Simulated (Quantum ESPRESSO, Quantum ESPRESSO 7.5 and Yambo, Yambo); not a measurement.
## Quasiparticle gap of CdTe (F-43m) in Yambo

Aim: the G0W0 gap of CdTe (F-43m) on PBE, step by step.

Main program and level: Quantum ESPRESSO 7.5 and Yambo 5.3.0; PBE and many-body steps on it, plane waves.

**What was measured.**

- Gap 1.32 ± 0.02 eV: direct optical gap from Tauc analysis, 2.5 h deposition; UV-vis diffuse reflectance; film (electrodeposited 2.5 h on FTO, nearly stoichiometric) (“Electrodeposition of CdTe Thin Films for Solar Energy Water Splitting”, 2020, pmc:7177234).

- Gap 1.592 eV: near-band-edge L1 bound-exciton energy extrapolated to 0 K (Varshni), slightly below the true gap; temperature-dependent photoluminescence; 0 K; bulk crystal (vertical Bridgman single crystal) (“Photoluminescence characteristics of Cd1-xMnxTe single crystals grown by the vertical Bridgman method”, 2012, pmc:3275455).

- Gap 1.48 ± 0.02 eV: direct optical gap from Tauc analysis, 1.5 h deposition; UV-vis diffuse reflectance; film (electrodeposited 1.5 h on FTO, Te-rich) (“Electrodeposition of CdTe Thin Films for Solar Energy Water Splitting”, 2020, pmc:7177234).

Most raw output is cut from this account.

### 1. Starting point

The structure is cubic, space group F-43m (No. 216). The conventional cell has a = 6.480 Å, b = 6.480 Å, c = 6.480 Å, α = 90.00°, β = 90.00°, γ = 90.00°. Cd has 4 Te at 2.81 Å nearest. Nearest to Te lie 4 Cd at 2.81 Å. Farther neighbours and most contacts between anions are not listed.

The cell and positions come from the Crystallography Open Database and are kept as given unless a step says otherwise. Spin-orbit coupling is left out unless a step names it.

### 2. Ground state

This step: Quantum ESPRESSO 7.5; DFT, PBE, plane waves, norm-conserving pseudopotentials.

The ground-state density comes first.

Contents of pw.in:

```
&control
  calculation = 'scf'
  prefix = 'x'
  outdir = 'o'
  pseudo_dir = 'pseudo'
/
&system
  ibrav = 0
  nat = 2
  ntyp = 2
  ecutwfc = 94.0
  nbnd = 27
  force_symmorphic = .true.
/
&electrons
  conv_thr = 1e-10
  electron_maxstep = 80
  mixing_beta = 0.5
/
ATOMIC_SPECIES
  Cd 112.41 Cd.upf
  Te 127.6 Te.upf
CELL_PARAMETERS angstrom
  0.0000000000 3.2400000000 3.2400000000
  3.2400000000 0.0000000000 3.2400000000
  3.2400000000 3.2400000000 0.0000000000
ATOMIC_POSITIONS crystal
  Cd 0.0000000000 0.0000000000 0.0000000000
  Te 0.2500000000 0.2500000000 0.2500000000
K_POINTS automatic
  6 6 6 0 0 0
```

Run with:

```console
> OMP_NUM_THREADS=1 mpirun -n 4 pw.x -nk 4 -in pw.in > pw.out
```

It took 18 s on 4 MPI ranks of Arm Neoverse V1, shared host; peak memory 0.39 GiB; 73 s of CPU time.

Numbers from this step:

- total energy: -12404.6757 eV
- gap: 0.7705 eV
- k of the valence top: 0, 0, 0
- k of the conduction bottom: 0, 0, 0
- least direct gap: 0.7705 eV

The gap is direct, at Γ.

### 3. Bands along the symmetry lines

Levels along a band path, at the cheap level, show where the edges lie and whether the meshes to come will hold them.

Contents of pw.in:

```
&control
  calculation = 'bands'
  prefix = 'x'
  outdir = 'o'
  pseudo_dir = 'pseudo'
/
&system
  ibrav = 0
  nat = 2
  ntyp = 2
  ecutwfc = 94.0
  nbnd = 28
  force_symmorphic = .true.
/
&electrons
  conv_thr = 1e-9
  electron_maxstep = 80
  diago_full_acc = .true.
  diago_thr_init = 5e-6
/
ATOMIC_SPECIES
  Cd 112.41 Cd.upf
  Te 127.6 Te.upf
CELL_PARAMETERS angstrom
  0.0000000000 3.2400000000 3.2400000000
  3.2400000000 0.0000000000 3.2400000000
  3.2400000000 3.2400000000 0.0000000000
ATOMIC_POSITIONS crystal
  Cd 0.0000000000 0.0000000000 0.0000000000
  Te 0.2500000000 0.2500000000 0.2500000000
K_POINTS crystal
  50
  0.00000000 0.00000000 0.00000000 1
  -0.06250000 -0.06250000 0.00000000 1
  -0.12500000 -0.12500000 0.00000000 1
  -0.18750000 -0.18750000 0.00000000 1
  -0.25000000 -0.25000000 0.00000000 1
  -0.31250000 -0.31250000 0.00000000 1
  -0.37500000 -0.37500000 0.00000000 1
  -0.43750000 -0.43750000 0.00000000 1
  -0.50000000 -0.50000000 0.00000000 1
  -0.48437500 -0.48437500 0.03125000 1
  -0.46875000 -0.46875000 0.06250000 1
  -0.45312500 -0.45312500 0.09375000 1
  -0.43750000 -0.43750000 0.12500000 1
  -0.42187500 -0.42187500 0.15625000 1
  -0.40625000 -0.40625000 0.18750000 1
  -0.39062500 -0.39062500 0.21875000 1
  -0.37500000 -0.37500000 0.25000000 1
  -0.37500000 0.00000000 0.37500000 1
  -0.32812500 0.00000000 0.32812500 1
  -0.28125000 0.00000000 0.28125000 1
  -0.23437500 0.00000000 0.23437500 1
  -0.18750000 0.00000000 0.18750000 1
  -0.14062500 0.00000000 0.14062500 1
  -0.09375000 0.00000000 0.09375000 1
  -0.04687500 0.00000000 0.04687500 1
  0.00000000 0.00000000 0.00000000 1
  0.00000000 0.00000000 0.06250000 1
  0.00000000 0.00000000 0.12500000 1
  0.00000000 0.00000000 0.18750000 1
  0.00000000 0.00000000 0.25000000 1
  0.00000000 0.00000000 0.31250000 1
  0.00000000 0.00000000 0.37500000 1
  0.00000000 0.00000000 0.43750000 1
  0.00000000 0.00000000 0.50000000 1
  -0.06250000 -0.03125000 0.46875000 1
  -0.12500000 -0.06250000 0.43750000 1
  -0.18750000 -0.09375000 0.40625000 1
  -0.25000000 -0.12500000 0.37500000 1
  -0.31250000 -0.15625000 0.34375000 1
  -0.37500000 -0.18750000 0.31250000 1
  -0.43750000 -0.21875000 0.28125000 1
  -0.50000000 -0.25000000 0.25000000 1
  -0.50000000 -0.28125000 0.21875000 1
  -0.50000000 -0.31250000 0.18750000 1
  -0.50000000 -0.34375000 0.15625000 1
  -0.50000000 -0.37500000 0.12500000 1
  -0.50000000 -0.40625000 0.09375000 1
  -0.50000000 -0.43750000 0.06250000 1
  -0.50000000 -0.46875000 0.03125000 1
  -0.50000000 -0.50000000 0.00000000 1
```

It took 14 s on 4 MPI ranks; peak memory 0.31 GiB.

Numbers from this step:

```yaml
gap: 0.7705 eV
k_of_the_valence_top: 0, 0, 0
k_of_the_conduction_bottom: 0, 0, 0
least_direct_gap: 0.7705 eV
```

The gap is 0.770 eV, as in the run before at this level.

The electronic bands at the labelled points (eV, zero at the top of the highest filled band):

```tsv
point	band 19	band 20	band 21	band 22	band 23	band 24	band 25	band 26
Γ	-8.02	0.00	0.00	0.00	0.77	4.62	4.62	4.62
halfway	-7.99	-2.66	-1.08	-1.08	2.95	3.34	6.49	6.49
X	-7.53	-4.30	-1.86	-1.86	2.62	2.68	8.83	9.15
halfway	-7.51	-4.27	-2.15	-1.78	2.72	3.25	8.10	8.50
U	-7.48	-4.20	-2.55	-1.54	2.91	4.53	7.36	7.48
jump to K	-7.48	-4.20	-2.55	-1.54	2.91	4.53	7.36	7.48
halfway	-7.96	-3.01	-1.49	-0.45	2.83	4.89	5.33	5.45
Γ	-8.02	0.00	0.00	0.00	0.77	4.62	4.62	4.62
halfway	-8.02	-2.72	-0.43	-0.43	1.99	5.17	5.17	5.37
L	-7.67	-4.42	-0.77	-0.77	1.82	5.21	5.21	7.07
halfway	-7.57	-4.23	-2.06	-1.26	3.24	4.61	5.99	7.21
W	-7.45	-4.18	-2.32	-2.19	4.26	4.69	5.57	6.32
halfway	-7.49	-4.24	-2.10	-2.04	3.32	3.32	7.47	7.56
X	-7.53	-4.30	-1.86	-1.86	2.62	2.68	8.83	9.15
```

### 4. Empty states on the mesh, 4×4×4 mesh, 122 bands

The sums over transitions need many empty states on a uniform mesh; this step solves for them.

Contents of pw.in:

```
&control
  calculation = 'nscf'
  prefix = 'x'
  outdir = 'o'
  pseudo_dir = 'pseudo'
/
&system
  ibrav = 0
  nat = 2
  ntyp = 2
  ecutwfc = 94.0
  nbnd = 122
  force_symmorphic = .true.
/
&electrons
  conv_thr = 1e-9
  electron_maxstep = 80
  diago_full_acc = .true.
  diago_thr_init = 5e-6
/
ATOMIC_SPECIES
  Cd 112.41 Cd.upf
  Te 127.6 Te.upf
CELL_PARAMETERS angstrom
  0.0000000000 3.2400000000 3.2400000000
  3.2400000000 0.0000000000 3.2400000000
  3.2400000000 3.2400000000 0.0000000000
ATOMIC_POSITIONS crystal
  Cd 0.0000000000 0.0000000000 0.0000000000
  Te 0.2500000000 0.2500000000 0.2500000000
K_POINTS automatic
  4 4 4 0 0 0
```

It took 23 s on 4 MPI ranks; peak memory 0.53 GiB; 90 s of CPU time.

This step gave:

```yaml
gap: 0.7705 eV
k_of_the_valence_top: 0, 0, 0
k_of_the_conduction_bottom: 0, 0, 0
least_direct_gap: 0.7705 eV
k_points_computed: 8
lowest_point_of_the_top_converged_band_above_the_valence_top: 65.9721 eV
```

On this mesh the gap is 0.770 eV.

### 5. Conversion and set-up

This step: Yambo 5.3.0; conversion and set-up on PBE, plane waves, norm-conserving pseudopotentials.

The states are converted to the many-body program's format and the q mesh is built.

Run with:

```console
> (cd o/x.save; p2y > p2y.log; mv SAVE ../..); yambo > setup.log
```

It took 3.5 s on 1 MPI rank; peak memory 0.26 GiB.

### 6. Screening and self-energy, 4×4×4 mesh, 122 bands, screening to 149.7 eV

Now the one-shot GW correction: screening in the RPA, then the self-energy of the levels asked for.

This step: G0W0 on PBE, plane waves, norm-conserving pseudopotentials.

Contents of gw1.in:

```
HF_and_locXC
gw0
dyson
ppa
em1d
rim_cut
RandQpts= 1000000
RandGvec= 1 RL
EXXRLvcs= 94 Ry
VXCRLvcs= 376 Ry
Chimod= "HARTREE"
% BndsRnXp
 1 | 122 |
%
NGsBlkXp= 11 Ry
% LongDrXp
 1 | 1 | 1 |
%
% GbndRnge
 1 | 122 |
%
DysSolver= "n"
ExtendOut
PPAPntXp= 27.21138 eV
% QPkrange
 1 | 1 | 21 | 24 |
%
```

Run with:

```console
> OMP_NUM_THREADS=1 mpirun -n 4 yambo -F gw1.in -J gw1 -C gw1 > gw1.log
```

Elapsed: 3.9 min, on 4 MPI ranks; peak memory 2.4 GiB; 15 min of CPU time.

This step gave:

* G0W0 gap on the points computed: 1.533 eV
* starting gap on the mesh: 0.7705 eV
* k of the valence top: 0, 0, 0
* k of the conduction bottom: 0, 0, 0
* least direct G0W0 gap on the computed points: 1.533 eV
* Z at the valence top: 0.7991
* Z at the conduction bottom: 0.8110

The gap on the mesh goes from 0.77 eV to 1.53 eV, a correction of +0.76 eV.

Limits: finite bands, cutoff and mesh; no spin-orbit coupling; coarse k mesh. v1 is the top filled band, c1 the lowest empty one. The levels before and after the correction (eV, zero at the valence-band top of each column):

```tsv
	conduction bottom	valence top
Kohn-Sham	0.77	0.00
G0W0	1.53	0.00
```

```tsv
	level	energy (eV)
Kohn-Sham	Γ v2-v1	0.000
Kohn-Sham	Γ c1	0.770
Kohn-Sham	Γ c2	4.620
G0W0	Γ v2-v1	0.000
G0W0	Γ c1	1.533
G0W0	Γ c2	5.277
```

### 7. Where the time went

Times are wall times on the hardware named with each run, good to a factor of about two.

```tsv
step	time	share	memory (GiB)
ground state	18 s	6 %	0.39
bands along the symmetry lines	14 s	5 %	0.31
empty states on the mesh	23 s	8 %	0.53
conversion and set-up	3.5 s	1 %	0.26
screening and self-energy	3.9 min	80 %	2.4
```

### 8. Results

```yaml
pbe_gap: 0.77 eV, direct
g0w0_gap_on_the_mesh: 1.53 eV
gw_settings: 4×4×4 mesh, 122 bands, screening to 149.7 eV, Godby-Needs plasmon pole
known_limits: not at the basis limit; no spin-orbit coupling; coarse k mesh
```

**Reading.** G0W0 moves the gap on the mesh from 0.77 eV to 1.53 eV (+0.76 eV), with Z of 0.80 and 0.81 at the edges. Only 1 of the mesh's irreducible points was corrected, so a valley elsewhere could overtake. The dearest step here is «screening and self-energy». Against experiment, by G0W0@PBE: the direct gap of 1.53 eV lies +0.21 eV from the measured 1.32 ± 0.02 eV (direct, 2020); the direct gap of 1.53 eV lies −0.06 eV from the measured 1.592 eV (exciton, 0 K, 2012); the direct gap of 1.53 eV lies +0.05 eV from the measured 1.48 ± 0.02 eV (direct, 2020). An exciton line or allowed optical edge lies below the quasiparticle gap by the binding energy; a forbidden edge can push the onset above it. The calculation has static nuclei and no excitons; a measured gap holds zero-point and thermal motion, which mostly lowers it. With atoms this heavy the missing spin-orbit coupling can matter too. Bands and cutoff are finite, so the gap is not at the basis limit. The miss can reach some tenths of an eV and take either sign; the mesh is an error of its own. In the G0W0 run levels were corrected at 1 k point alone, so a gap called «on the mesh» is the least over those, and an edge elsewhere would be missed. The 4×4×4 mesh is coarse for this cell, which bears on the long-range parts of exchange and screening.

[Paths, hosts, dates, memory and timing lines, banners, echoed tables and standing remarks are left out of the program output.]

[Logs are printed without paths, hosts, clocks, repeated set-up lines and the standing remarks that a program may print on its own settings, such as how far it seeks lower states.]

[Runs of the session that timed out or met a known fault of the program may be left out.]

[Hosts, paths, dates, database ids (printed as entryN), source tags and the programs' standing remarks are cut or masked in the printed files.]
